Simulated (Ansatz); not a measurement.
# Rh: the cost of one run

Program: Ansatz 0.2.0. Level of theory: DFT PBE, scalar-relativistic, plane waves, PAW. These are calculated values, not measurements.

The COD entry's cell or inner coordinates are ideal or old and differ from later refinements, so a difference from it is no clean test against experiment.

3 further runs of the same task are left out: 3 set aside as unsound or not needed.

## Step 1: Starting point

It takes space group Fm-3m (No. 225, cubic). The conventional cell has a = 3.830 Å, b = 3.830 Å, c = 3.830 Å, α = 90.00°, β = 90.00°, γ = 90.00°. Around Rh (site symmetry m-3m) lie 12 Rh at 2.71 Å.

As a file:

```
Rh
1.0
     0.00000    1.91499    1.91499
     1.91499    0.00000    1.91499
     1.91499    1.91499    0.00000
Rh
1
Direct
  0.00000 0.00000 0.00000
```

This cell was relaxed beforehand with the same method: volume 14.05 Å³/atom, gap on the mesh none (metal).

## Step 2: Next: the flat slab

A (111) slab of 4 planes in a 6×1 cell, the lower planes held; added atoms sit on lattice sites of the next plane. Energies count from bulk atoms, -6402.8909 eV an atom.

The cell holds 24 Rh: a = 16.249 Å, b = 2.708 Å, c = 20.845 Å, α = 90.00°, β = 90.00°, γ = 120.00°.

## Step 3: The relaxation run

input.yaml

```yaml
crystal:
  lattice:
    - [16.2492207394, 0.0, 0.0]
    - [-1.3541017283, 2.345372992, 0.0]
    - [0.0, 0.0, 20.844955451]
  atoms:
    - { symbol: Rh, position: [0.0, 0.0, 0.0719598564] }
    - { symbol: Rh, position: [0.0555555556, 0.6666666667, 0.1780401436] }
    - { symbol: Rh, position: [0.1111111111, 0.3333333333, 0.2841204309] }
    - { symbol: Rh, position: [0.1666666667, 1.0, 0.0719598564] }
    - { symbol: Rh, position: [0.2222222222, 0.6666666667, 0.1780401436] }
    - { symbol: Rh, position: [0.2777777778, 0.3333333333, 0.2841204309] }
    - { symbol: Rh, position: [0.3333333333, 1.0, 0.0719598564] }
    - { symbol: Rh, position: [0.3888888889, 0.6666666667, 0.1780401436] }
    - { symbol: Rh, position: [0.4444444444, 0.3333333333, 0.2841204309] }
    - { symbol: Rh, position: [0.5, 1.0, 0.0719598564] }
    - { symbol: Rh, position: [0.5555555556, 0.6666666667, 0.1780401436] }
    - { symbol: Rh, position: [0.6111111111, 0.3333333333, 0.2841204309] }
    - { symbol: Rh, position: [0.6666666667, 1.0, 0.0719598564] }
    - { symbol: Rh, position: [0.7222222222, 0.6666666667, 0.1780401436] }
    - { symbol: Rh, position: [0.7777777778, 0.3333333333, 0.2841204309] }
    - { symbol: Rh, position: [0.8333333333, 1.0, 0.0719598564] }
    - { symbol: Rh, position: [0.8888888889, 0.6666666667, 0.1780401436] }
    - { symbol: Rh, position: [0.9444444444, 0.3333333333, 0.2841204309] }
    - { symbol: Rh, position: [0.0, 0.0, 0.3902007182] }
    - { symbol: Rh, position: [0.1666666667, 0.0, 0.3902007182] }
    - { symbol: Rh, position: [0.3333333333, 0.0, 0.3902007182] }
    - { symbol: Rh, position: [0.5, 0.0, 0.3902007182] }
    - { symbol: Rh, position: [0.6666666667, 0.0, 0.3902007182] }
    - { symbol: Rh, position: [0.8333333333, 0.0, 0.3902007182] }
basis:
  ecutwfc: 420
kpoints:
  mp_grid: { grid: [2, 12, 1] }
hamiltonian:
  xc: pbe
scf:
  occupations: { method: gaussian, width: 0.1 }
output:
  forces: true
  eigenvalues: true
  populations: true
relax:
  adjacent_minimum: "off"
  f_tol: 0.02
  max_steps: 45
  constraints: [{ sites: [0, 1, 3, 4, 6, 7, 9, 10, 12, 13, 15, 16] }]
efield:
  axis: 3
  dipole_correction: true
  ramp_width: 0.04
```

Run with:

```
$ ansatz run input.yaml --threads 4 --pin off --max-ram 11264MiB --backend cpu --events-out ev --progress --plain --runs-dir out
```

Q: Estimate wall time and peak memory on 4 threads of AMD EPYC 9R45 (Zen 5), shared host.

About 90 s, with a peak of 4.2 GiB.
